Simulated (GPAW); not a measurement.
# CdTe (F-43m) in GPAW: settings compared, part 2 of 3

GPAW 26.7.0.

## Step 4: Equation of state, BLYP

Contents of run.py:

```python
import spglib
from ase import Atoms
from ase.eos import EquationOfState
from ase.io import Trajectory, read
from ase.units import GPa
from gpaw import GPAW, PW, setup_paths

setup_paths.insert(0, '.')

atoms = read('CdTe.cif')
cell, positions, numbers = spglib.find_primitive(
    (atoms.cell[:], atoms.get_scaled_positions(), atoms.numbers), symprec=1e-4)
atoms = Atoms(numbers, cell=cell, scaled_positions=positions, pbc=True)

traj = Trajectory('eos.traj', 'w')
volumes, energies = [], []
for x in [0.94, 0.96, 0.98, 1.0, 1.02, 1.04, 1.06]:
    a = atoms.copy()
    a.set_cell(atoms.cell * x**(1 / 3), scale_atoms=True)
    calc = GPAW(mode=PW(600),
                xc='BLYP',
                kpts={'size': (6, 6, 6), 'gamma': True},
                occupations={'name': 'fermi-dirac', 'width': 0.05},
                nbands=18,
                convergence={'density': 1e-05, 'energy': 1e-05},
                eigensolver='davidson',
                maxiter=150,
                txt=f'eos-{x:.2f}.txt')
    a.calc = calc
    energies.append(a.get_potential_energy(force_consistent=True))
    volumes.append(a.get_volume())
    p = -a.get_stress()[:3].mean() / GPa
    calc.write(f'eos-{x:.2f}.gpw')
    traj.write(a)
    print(f'{x:.2f} {volumes[-1]:10.4f} A^3 {energies[-1]:14.6f} eV {p:9.3f} GPa', flush=True)

v0, e0, B = EquationOfState(volumes, energies, eos='birchmurnaghan').fit()
print(f'V0 = {v0:.4f} A^3, E0 = {e0:.6f} eV, B0 = {B / GPa:.2f} GPa')
```

Contents of CdTe.cif:

```cif
data_CdTe
_cell_length_a 6.41000000
_cell_length_b 6.41000000
_cell_length_c 6.41000000
_cell_angle_alpha 90.00000000
_cell_angle_beta 90.00000000
_cell_angle_gamma 90.00000000
_space_group_name_H-M_alt 'F-43m'
_space_group_name_Hall 'F -4 2 3'
_space_group_IT_number 216
loop_
_space_group_symop_operation_xyz
'x,y,z'
'y,-x,-z'
'-x,-y,z'
'-y,x,-z'
'x,-y,-z'
'y,x,z'
'-x,y,-z'
'-y,-x,z'
'z,x,y'
'-z,y,-x'
'z,-x,-y'
'-z,-y,x'
'-z,x,-y'
'z,y,x'
'-z,-x,y'
'z,-y,-x'
'y,z,x'
'-x,-z,y'
'-y,z,-x'
'x,-z,-y'
'-y,-z,x'
'x,z,y'
'y,-z,-x'
'-x,z,-y'
'x,y+1/2,z+1/2'
'y,-x+1/2,-z+1/2'
'-x,-y+1/2,z+1/2'
'-y,x+1/2,-z+1/2'
'x,-y+1/2,-z+1/2'
'y,x+1/2,z+1/2'
'-x,y+1/2,-z+1/2'
'-y,-x+1/2,z+1/2'
'z,x+1/2,y+1/2'
'-z,y+1/2,-x+1/2'
'z,-x+1/2,-y+1/2'
'-z,-y+1/2,x+1/2'
'-z,x+1/2,-y+1/2'
'z,y+1/2,x+1/2'
'-z,-x+1/2,y+1/2'
'z,-y+1/2,-x+1/2'
'y,z+1/2,x+1/2'
'-x,-z+1/2,y+1/2'
'-y,z+1/2,-x+1/2'
'x,-z+1/2,-y+1/2'
'-y,-z+1/2,x+1/2'
'x,z+1/2,y+1/2'
'y,-z+1/2,-x+1/2'
'-x,z+1/2,-y+1/2'
'x+1/2,y,z+1/2'
'y+1/2,-x,-z+1/2'
'-x+1/2,-y,z+1/2'
'-y+1/2,x,-z+1/2'
'x+1/2,-y,-z+1/2'
'y+1/2,x,z+1/2'
'-x+1/2,y,-z+1/2'
'-y+1/2,-x,z+1/2'
'z+1/2,x,y+1/2'
'-z+1/2,y,-x+1/2'
'z+1/2,-x,-y+1/2'
'-z+1/2,-y,x+1/2'
'-z+1/2,x,-y+1/2'
'z+1/2,y,x+1/2'
'-z+1/2,-x,y+1/2'
'z+1/2,-y,-x+1/2'
'y+1/2,z,x+1/2'
'-x+1/2,-z,y+1/2'
'-y+1/2,z,-x+1/2'
'x+1/2,-z,-y+1/2'
'-y+1/2,-z,x+1/2'
'x+1/2,z,y+1/2'
'y+1/2,-z,-x+1/2'
'-x+1/2,z,-y+1/2'
'x+1/2,y+1/2,z'
'y+1/2,-x+1/2,-z'
'-x+1/2,-y+1/2,z'
'-y+1/2,x+1/2,-z'
'x+1/2,-y+1/2,-z'
'y+1/2,x+1/2,z'
'-x+1/2,y+1/2,-z'
'-y+1/2,-x+1/2,z'
'z+1/2,x+1/2,y'
'-z+1/2,y+1/2,-x'
'z+1/2,-x+1/2,-y'
'-z+1/2,-y+1/2,x'
'-z+1/2,x+1/2,-y'
'z+1/2,y+1/2,x'
'-z+1/2,-x+1/2,y'
'z+1/2,-y+1/2,-x'
'y+1/2,z+1/2,x'
'-x+1/2,-z+1/2,y'
'-y+1/2,z+1/2,-x'
'x+1/2,-z+1/2,-y'
'-y+1/2,-z+1/2,x'
'x+1/2,z+1/2,y'
'y+1/2,-z+1/2,-x'
'-x+1/2,z+1/2,-y'
loop_
_atom_site_label
_atom_site_type_symbol
_atom_site_symmetry_multiplicity
_atom_site_Wyckoff_symbol
_atom_site_fract_x
_atom_site_fract_y
_atom_site_fract_z
_atom_site_occupancy
Te1 Te 4 c 0.2500000000 0.2500000000 0.2500000000 1
Cd1 Cd 4 a 0.0000000000 0.0000000000 0.0000000000 1
```

Potentials or basis: PAW data sets generated in the run's folder for this functional, pw.

The run is started by

```
> gpaw-setup -f BLYP Cd Te
> OMP_NUM_THREADS=1 python run.py
```

The program printed:

```text
__  _  _
 | _ |_)|_||  |
 |__||  | ||/\| - 26.7.0

Input parameters:
  mode=PW(ecut=600.0),
  convergence={'density': 1e-05, 'energy': 1e-05},
  eigensolver=Davidson(niter=2),
  kpts=MonkhorstPack(size=(6, 6, 6), gamma=True),
  maxiter=150,
  nbands=18,
  occupations=Occupations(name='fermi-dirac', width=0.05),
  xc=XC(name='BLYP')

Diagonalizing LCAO Hamiltonian
Converting LCAO to pw mode

            Te

       Cd

Atoms  # Å, Bohr magnetons
|   | symbol |        x |        y |        z |    initial magnetic moments |
|---|--------|----------|----------|----------|-----------------------------|
| 0 |     Te | 1.580842 | 1.580842 | 1.580842 | ( 0.0000,  0.0000,  0.0000) |
| 1 |     Cd | 0.000000 | 0.000000 | 0.000000 | ( 0.0000,  0.0000,  0.0000) |

Unit cell  # Å
| periodic |        x |        y |        z |  lengths |    angles |
|----------|----------|----------|----------|----------|-----------|
|      yes | 0.000000 | 3.161684 | 3.161684 | 4.471296 | 60.000000 |
|      yes | 3.161684 | 0.000000 | 3.161684 | 4.471296 | 60.000000 |
|      yes | 3.161684 | 3.161684 | 0.000000 | 4.471296 | 60.000000 |

Number of symmetries: 24
Symmetry operations  # r_c * U_cc + t_c -> r_c
|    | kind |            matrix            |
|----|------|------------------------------|
|  0 |  E   |  1, 0, 0,  0, 1, 0,  0, 0, 1 |
|  1 |  σ   |  1, 0, 0,  0, 0, 1,  0, 1, 0 |
|  2 |  σ   |  1, 0,-1,  0, 1,-1,  0, 0,-1 |
|  3 |  C3  |  1, 0,-1,  0, 0,-1,  0, 1,-1 |
|  4 |  C3  |  1,-1, 0,  0,-1, 1,  0,-1, 0 |
|  5 |  σ   |  1,-1, 0,  0,-1, 0,  0,-1, 1 |
|  6 |  σ   |  0, 1, 0,  1, 0, 0,  0, 0, 1 |
|  7 |  C3  |  0, 1, 0,  0, 0, 1,  1, 0, 0 |
|  8 |  C2  |  0, 1,-1,  1, 0,-1,  0, 0,-1 |
|  9 |  S4  |  0, 1,-1,  0, 0,-1,  1, 0,-1 |
| 10 |  C3  |  0, 0, 1,  1, 0, 0,  0, 1, 0 |
| 11 |  σ   |  0, 0, 1,  0, 1, 0,  1, 0, 0 |
| 12 |  S4  |  0, 0,-1,  1, 0,-1,  0, 1,-1 |
| 13 |  C3  |  0, 0,-1,  0, 1,-1,  1, 0,-1 |
| 14 |  S4  |  0,-1, 1,  1,-1, 0,  0,-1, 0 |
| 15 |  C2  |  0,-1, 1,  0,-1, 0,  1,-1, 0 |
| 16 |  C3  |  0,-1, 0,  1,-1, 0,  0,-1, 1 |
| 17 |  S4  |  0,-1, 0,  0,-1, 1,  1,-1, 0 |
| 18 |  S4  | -1, 1, 0, -1, 0, 1, -1, 0, 0 |
| 19 |  C3  | -1, 1, 0, -1, 0, 0, -1, 0, 1 |
| 20 |  C3  | -1, 0, 1, -1, 1, 0, -1, 0, 0 |
| 21 |  S4  | -1, 0, 1, -1, 0, 0, -1, 1, 0 |
| 22 |  σ   | -1, 0, 0, -1, 1, 0, -1, 0, 1 |
| 23 |  C2  | -1, 0, 0, -1, 0, 1, -1, 1, 0 |

BZ-sampling:
  Number of BZ points: 216
  Number of IBZ points: 16

  Monkhorst-Pack size: [6, 6, 6]
  Monkhorst-Pack shift: [0.08333333333333333, 0.08333333333333333, 0.08333333333333333]

K-points  # in reciprocal-cell coordinates
|     |                                coordinates |     weight |
|-----|--------------------------------------------|------------|
|   0 | (  0.00000000,   0.00000000,   0.00000000) | 0.00462963 |
|   1 | (  0.16666667,   0.16666667,   0.00000000) | 0.02777778 |
|   2 | (  0.16666667,   0.16666667,   0.16666667) | 0.03703704 |
|   3 | (  0.33333333,   0.16666667,   0.16666667) | 0.05555556 |
|   4 | (  0.33333333,   0.33333333,  -0.33333333) | 0.05555556 |
|   5 | (  0.33333333,   0.33333333,   0.00000000) | 0.02777778 |
|   6 | (  0.33333333,   0.33333333,   0.16666667) | 0.11111111 |
|   7 | (  0.33333333,   0.33333333,   0.33333333) | 0.03703704 |
|   8 | (  0.50000000,   0.33333333,  -0.33333333) | 0.11111111 |
|   9 | (  0.50000000,   0.33333333,  -0.16666667) | 0.05555556 |
| ... |                                            |            |
|  15 | (  0.50000000,   0.50000000,   0.50000000) | 0.01851852 |

Plane wave coefficients: 2126
Cutoff: 600.0 eV

Spin-components: 1 (collinear spins)
Bands:           18
Projectors:      11
Spin-degeneracy: 2
Datatype:        complex128

Parallelization:
  kpt:    1
  domain: 1
  band:   1

Density:
  Valence electrons: 18.0
  Components: 1
  Grid points: [27 27 27]
  Charge: 0.0  # |e|

Potential:
  Grid points: [27 27 27]

species:
  Te:
    name:    Tellurium
    Z:       52.0
    valence: 6
    core:    46
    charge:  0.0  # [|e|]
    compensation charges:
      type: gauss
      rc: 0.36  # [Å]
      lmax: 2
    cutoffs:
      filter: 2.09  # [Å]
      core: 3.17  # [Å]
    projectors
    | kind |    occ | energy [eV] | rcut [Å] |
    |------|--------|-------------|----------|
    |   5s |  2.000 |     -14.974 |    1.180 |
    |   5p |  4.000 |      -5.797 |    1.196 |
    |    s |        |      12.238 |    1.180 |
    |    p |        |      21.414 |    1.196 |
    |    d |        |       0.000 |    1.238 |

    Using partial waves for Te as LCAO basis

  Cd:
    name:    Cadmium
    Z:       48.0
    valence: 12
    core:    36
    charge:  0.0  # [|e|]
    compensation charges:
      type: gauss
      rc: 0.38  # [Å]
      lmax: 2
    cutoffs:
      filter: 2.12  # [Å]
      core: 2.62  # [Å]
    projectors
    | kind |    occ | energy [eV] | rcut [Å] |
    |------|--------|-------------|----------|
    |   5s |  2.000 |      -5.646 |    1.191 |
    |   5p |  0.000 |      -1.192 |    1.228 |
    |   4d | 10.000 |     -11.572 |    1.164 |
    |    s |        |      21.565 |    1.191 |
    |    p |        |      26.020 |    1.228 |
    |    d |        |      15.639 |    1.164 |

    Using partial waves for Cd as LCAO basis

Reference energy: -336997.902357  # eV

eigensolver:
  Davidson
  Converge bands: occupied
  niter=2

density mixing:
  MSR1-Mixer
  Pratt-step length: 0.05
  Maximum mixing coefficient: 0.75
  Old densities: 10
  SVD Regularization: 0.005
  Good broyden scale: 1.0
  Trust region scale: 1.0
  Backstep threshold: 4.0
  History deletion threshold: 6.0
  Fourier metric: weight=20.0, sigma=0.015

occupation numbers:
  Fermi-Dirac:
    width: 0.0500  # eV

poisson solver:
  ecut: 4800.0  # eV

xc functional:
  name: BLYP with 2 nearest neighbor stencil

convergence criteria:
- Maximum integral of absolute [dens]ity change: 1e-05 electrons / valence electron
- Maximum [total energy] change in last 3 cyles: 1e-05 eV / valence electron
- Maximum integral of absolute [eigenst]ate change: 4e-08 eV^2 / valence electron
maximum number of iterations: 150

SCF iterations
|iter     | |      energy | eigst |  dens |
|---------|-|-------------|-------|-------|
|iter:   1| |   -3.931474 | -0.24 |       |
|iter:   2| |   -3.887821 | -2.09 | -1.23 |
|iter:   3| |   -3.711323 | -1.72 | -1.27 |
|iter:   4| |   -3.702823 | -3.09 | -1.75 |
|iter:   5| |   -3.702600 | -3.73 | -2.16 |
|iter:   6| |   -3.702663 | -4.47 | -2.71 |
|iter:   7| |   -3.702667c| -5.62 | -3.61 |
|iter:   8| |   -3.702668c| -6.32 | -3.96 |
|iter:   9| |   -3.702668c| -7.16 | -4.84 |
|iter:  10| |   -3.702668c| -7.85c| -5.44c|

Converged in 10 steps
Energy contributions relative to reference atoms: (reference = -336997.902357)

Energy contributions:
  Kinetic:          32.907215
  Coulomb:         -29.310497
  Zero:              0.236191
  External:          0.000000
  Xc:               -7.535576
  Entropy:          -0.000002
  Spinorbit:         0.000000
  ----------------------------
  Free energy:      -3.702669
  Extrapolated:     -3.702668

dipole moment: (-25.620125, -25.620125, -25.620125)  # |e|*Ang

Fermi level: 5.434
Eigenvalues  # (at kpt = [0.000, 0.000, 0.000])
| band index |      eig [eV] | occ [0-2] |
|------------|---------------|-----------|
|          0 |        -6.706 |     2.000 |
|          1 |        -3.627 |     2.000 |
|          2 |        -3.627 |     2.000 |
|          3 |        -3.627 |     2.000 |
|          4 |        -3.308 |     2.000 |
|          5 |        -3.308 |     2.000 |
[... 10 lines left out ...]
|         16 |        15.182 |     0.000 |
|         17 |        15.182 |     0.000 |

Gap: 0.916 eV
Transition (v -> c):
  (s=0, k=0, n=8, [0.00, 0.00, 0.00]) -> (s=0, k=0, n=9, [0.00, 0.00, 0.00])
No difference between direct/indirect transitions

Stress tensor  # eV/Ang^3
|         x |         y |         z |
|-----------|-----------|-----------|
| -0.056820 |  0.000000 | -0.000000 |
|  0.000000 | -0.056820 |  0.000000 |
| -0.000000 |  0.000000 | -0.056820 |

# Writing to eos-0.96.gpw (mode='')
```

It took 35 s on 1 thread of AMD EPYC 9R45 (Zen 5), shared host; peak memory 0.28 GiB.

Results:

| Item | Value |
| --- | --- |
| Equilibrium volume | 38.35 Å³/atom (rough: see the caveat) |
| Bulk modulus | 30 GPa (rough) |

Energy against volume, from the lowest point:
| volume (Å³/atom) | energy (meV/atom) |
| --- | --- |
| 30.947 | 165.36 |
| 31.605 | 124.85 |
| 32.263 | 90.23 |
| 32.922 | 60.93 |
| 33.580 | 36.43 |
| 34.239 | 16.26 |
| 34.897 | 0.00 |

Caveat: the minimum lies outside the volumes run. Spin-orbit coupling is left out, which matters for the levels of Te.

(Continued in part 3 of 3.)
